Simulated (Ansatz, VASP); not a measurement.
**Ag: VASP beside Ansatz**

```xyz
2
Lattice="2.8181 0.0000 0.0000 -1.4090 2.4405 0.0000 0.0000 0.0000 4.6672" Properties=species:S:1:pos:R:3 pbc="T T T"
Ag    0.0000    1.6270    1.1668
Ag    1.4090    0.8135    3.5004
```

This isn't the form of Ag at room conditions, which is fcc.

Alike in both runs: functional LDA; k mesh 9 × 9 × 4; occupations gaussian, width 0.1 eV; no spin polarisation.

Ansatz relaxed the structure, and its values are those at the end. VASP's run is a single point on that final structure, the one shown.

```csv
,VASP,Ansatz
version,VASP 6.6.1,Ansatz 0.2.0
potentials or method,"VASP PAW LDA potentials, release 64 (Ag)","scalar-relativistic, plane waves, PAW"
plane-wave cutoff (eV),520,420
valence electrons in the cell,22,38
```

|  | VASP | Ansatz | Ansatz less VASP |
| --- | --- | --- | --- |
| gap on the k mesh at the Fermi level (eV) | none | none | - |
| pressure (GPa) | 0.1 | 0.0 | -0.14 |

A gap of «none» marks a metal or a gap that the smearing closes. The two sets of potentials don't hold the same shells in valence.
